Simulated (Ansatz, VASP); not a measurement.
## One calculation of Si (a cell with a defect), two programs

```xyz
17
Lattice="0.0000 5.4300 5.4300 5.4300 0.0000 5.4300 5.4300 5.4300 0.0000" Properties=species:S:1:pos:R:3 pbc="T T T"
Si   -0.0318   -0.0014    0.0029
Si    1.3349    1.3783    1.3858
Si    2.7148    2.7448    0.0032
Si    4.0760    4.0666    1.3652
Si    2.7148   -0.0010    2.7560
Si    4.0797    1.3623    4.0723
Si    5.4301    2.7140    2.7174
Si    6.7812    4.0644    4.0737
Si   -0.0013    2.7138    2.7171
Si    1.3341    4.0473    4.0514
Si    2.7148    5.4285    2.6854
Si    4.0950    6.8090    4.0517
Si    2.7147    2.6804    5.4327
Si    4.0934    4.0490    6.8150
Si    5.4612    5.4287    5.4330
Si    6.7826    6.7895    6.7959
Si    2.7139    5.4279    5.4342
```

Alike in both runs: functional PBE; k mesh 2 × 2 × 2; occupations gaussian, width 0.02 eV; no spin polarisation.

Ansatz relaxed the structure, and its values are those at the end. VASP's run is a single point on that final structure, the one shown.

```csv
,VASP,Ansatz
version,VASP 6.6.1,Ansatz 0.2.0
potentials or method,"VASP PAW PBE potentials, release 64 (Si)","scalar-relativistic, plane waves, PAW"
plane-wave cutoff (eV),520,420
valence electrons in the cell,68,68
```

```tsv
	VASP	Ansatz	Ansatz less VASP
rms of the force components (eV/Å)	0.007	0.007	-0.0006
```

Caveats: the k mesh is coarse (spacing up to 0.50 Å⁻¹), so the values aren't converged.
